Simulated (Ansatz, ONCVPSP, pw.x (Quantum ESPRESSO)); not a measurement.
**What a changed setting does to a pw.x run (fcc In)**

Potential: optimised norm-conserving Vanderbilt (ONCV), ONCVPSP 4.0.1.1 (patched build), LDA (Perdew-Wang 92); core [Ar] 3d10, reference 4s2 4p6 4d10 5s2 5p1; waves: 4s+5s: rc 1.50 bohr, ncon 3, nbas 6, qcut 8.2 1/bohr, 2 projectors; 4p+5p: rc 1.80 bohr, ncon 4, nbas 8, qcut 9.4 1/bohr, 3 projectors, debl 2.4 Ha; 4d: rc 1.45 bohr, ncon 3, nbas 8, qcut 8.9 1/bohr, 2 projectors, debl 2.4 Ha; local part: polynomial inside 1.45 bohr (lpopt 5, dvloc0 0 Ha); core correction: none.

The reference run (k-mesh 12³, cutoffs 85/340 Ry, Fermi–Dirac 0.01 Ry, mixing_beta 0.4, conv_thr 1e-9, no spin) gives -0.34 GPa at 24.825 Å³/atom, where all-electron LAPW gives -0.43 GPa. This run, with its own iteration cap, changes k-mesh points per axis to 3.

```
&control
  calculation='scf', prefix='x', pseudo_dir='./', outdir='./tmp', tstress=.true., disk_io='none'
/
&system
  ibrav=0, nat=1, ntyp=1, ecutwfc=85, ecutrho=340, nbnd=19,
  occupations='smearing', smearing='fd', degauss=0.01
/
&electrons
  conv_thr=1e-09, mixing_beta=0.4, electron_maxstep=50
/
ATOMIC_SPECIES
In 1.0 In.UPF
CELL_PARAMETERS angstrom
  0.00000000 2.31536655 2.31536655
  2.31536655 0.00000000 2.31536655
  2.31536655 2.31536655 0.00000000
ATOMIC_POSITIONS crystal
In 0.0000 0.0000 0.0000
K_POINTS automatic
3 3 3 0 0 0
```

```bash
pw.x < In.scf.in > In.scf.out
```

**Question.** How does the run end?

**Answer.** It converges in 19 iterations; the free energy moves by +796.5 meV/atom and the pressure by +2.15 GPa.

```
Message from routine setup:
     using ibrav=0 with symmetry is DISCOURAGED, use correct ibrav instead
     lattice parameter (alat)  =       6.1878  a.u.
     unit-cell volume          =     167.5274 (a.u.)^3
     number of electrons       =        21.00
     number of Kohn-Sham states=           19
     kinetic-energy cutoff     =      85.0000  Ry
     charge density cutoff     =     340.0000  Ry
     scf convergence threshold =      1.0E-09
     Exchange-correlation= SLA  PW   NOGX NOGC
     number of k points=     4  Fermi-Dirac smearing, width (Ry)=  0.0100
     iteration #  1     ecut=    85.00 Ry     beta= 0.40
     total energy              =    -380.81274843 Ry
     estimated scf accuracy    <       0.00884166 Ry
     iteration #  2     ecut=    85.00 Ry     beta= 0.40
     total energy              =    -380.81340803 Ry
     estimated scf accuracy    <       0.00114989 Ry
     iteration #  3     ecut=    85.00 Ry     beta= 0.40
     total energy              =    -380.81338534 Ry
     estimated scf accuracy    <       0.00021998 Ry
     iteration #  4     ecut=    85.00 Ry     beta= 0.40
     total energy              =    -380.81339937 Ry
     estimated scf accuracy    <       0.00000329 Ry
     iteration #  5     ecut=    85.00 Ry     beta= 0.40
     total energy              =    -380.81339993 Ry
     estimated scf accuracy    <       0.00000360 Ry
     iteration #  6     ecut=    85.00 Ry     beta= 0.40
     total energy              =    -380.81340498 Ry
     estimated scf accuracy    <       0.00000461 Ry
     [... 7 iterations left out ...]
     iteration # 14     ecut=    85.00 Ry     beta= 0.40
     total energy              =    -380.81339790 Ry
     estimated scf accuracy    <          5.9E-09 Ry
     iteration # 15     ecut=    85.00 Ry     beta= 0.40
     total energy              =    -380.81339790 Ry
     estimated scf accuracy    <       0.00000001 Ry
     iteration # 16     ecut=    85.00 Ry     beta= 0.40
     total energy              =    -380.81339790 Ry
     estimated scf accuracy    <       0.00000001 Ry
     iteration # 17     ecut=    85.00 Ry     beta= 0.40
     total energy              =    -380.81339790 Ry
     estimated scf accuracy    <       0.00000001 Ry
     iteration # 18     ecut=    85.00 Ry     beta= 0.40
     total energy              =    -380.81339790 Ry
     estimated scf accuracy    <          5.2E-09 Ry
     iteration # 19     ecut=    85.00 Ry     beta= 0.40
     the Fermi energy is    13.0759 ev
!    total energy              =    -380.81339790 Ry
     estimated scf accuracy    <          6.7E-10 Ry
     smearing contrib. (-TS)   =      -0.01040080 Ry
     The total energy is F=E-TS. E is the sum of the following terms:
     one-electron contribution =    -236.71940689 Ry
     hartree contribution      =     119.52788892 Ry
     xc contribution           =     -32.55601290 Ry
     ewald contribution        =    -231.05546623 Ry
     convergence has been achieved in  19 iterations
          total   stress  (Ry/bohr**3)                   (kbar)     P=       18.01
     Message from routine punch:
     Nothing written, as per user request (disk_io='none')
```

The run took about 3.9 s on one core of a shared host (Intel(R) Xeon(R) 6975P-C, 192 threads, 1512 GiB, load 95).
